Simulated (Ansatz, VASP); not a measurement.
# One calculation of Sb, two programs

```
Sb
1.0
     0.00000    2.28953    2.28953
     2.28953    0.00000    2.28953
     2.28953    2.28953    0.00000
Sb
1
Direct
  0.00000 0.00000 0.00000
```

Change from the starting cell: volume scaled by 0.98.

Alike in both runs: task single point; functional PBEsol; k mesh 12 × 12 × 12; occupations fermi-dirac, width 0.05 eV; no spin polarisation.

|  | VASP | Ansatz |
| --- | --- | --- |
| version | VASP 6.6.1 | Ansatz 0.2.0 |
| potentials or method | VASP PAW PBE potentials, release 64 (Sb), cutoff 520 eV | all-electron LAPW, scalar-relativistic |

Ansatz gave:

* pressure (GPa): 7.0

Task: Estimate VASP's values.

Result: Pressure (GPa): 7.1.

Ansatz ran all-electron here, so the differences hold the error of VASP's frozen core and of both bases.

Caveats: the PAW data sets were made with another functional, which shifts forces and pressure a little (VASP). Spin-orbit coupling is left out, which matters for the levels of Sb.
